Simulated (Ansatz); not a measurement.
The system is CoPtO2.

```
CELL_PARAMETERS angstrom
1.41227 0.81537 5.93939
-1.41227 0.81537 5.93939
0.00000 -1.63075 5.93939
ATOMIC_POSITIONS crystal
Pt 0.00000 0.00000 0.00000
Co 0.50000 0.50000 0.50000
O 0.11224 0.11224 0.11224
O 0.88776 0.88776 0.88776
```

The cell is a database's computed one.

Base run:

| Quantity | Value |
| --- | --- |
| Program | Ansatz 0.2.0 |
| Functional | PBE |
| Potentials or basis | Ansatz PAW |
| Cutoff | 420 eV (not typed: the program's choice for these potentials) |
| k mesh | 9 × 9 × 9 |
| Occupations | fermi-dirac, width 0.05 eV |
| Spin | collinear spin, ferromagnetic start |
| Starting moments | [0.0, 2.0, 0.0, 0.0] μB |
| Fixed moment | 2 μB |

Its results: pressure 17.6 GPa; site moments Pt +0.15; Co +1.50; O +0.09 μB; largest force 1.208 eV/Å.

Problem. After a change of settings the same cell gave: pressure 14.3 GPa; site moments Pt +0.18; Co +1.07; O +0.06 μB; largest force 0.703 eV/Å. Which change was it?
A. fixed moment from 2 μB to 3 μB; moments at the start from [0.0, 2.0, 0.0, 0.0] to [0.0, 3.0, 0.0, 0.0]
B. fixed moment from 2 μB to 2.5 μB; moments at the start from [0.0, 2.0, 0.0, 0.0] to [0.0, 2.5, 0.0, 0.0]
C. fixed moment from 2 μB to 1 μB; moments at the start from [0.0, 2.0, 0.0, 0.0] to [0.0, 1.0, 0.0, 0.0]
D. fixed moment from 2 μB to 1.5 μB; moments at the start from [0.0, 2.0, 0.0, 0.0] to [0.0, 1.5, 0.0, 0.0]

Solution. D.

Caveats: the total moment is fixed, so each spin has its own Fermi level; a cell with one magnetic atom can't hold antiferromagnetic order, which such compounds often take; the thresholds are loose for stress; forces of over 1 eV/Å show positions far from the minimum, so gaps and moduli don't describe the material at rest (some runs).
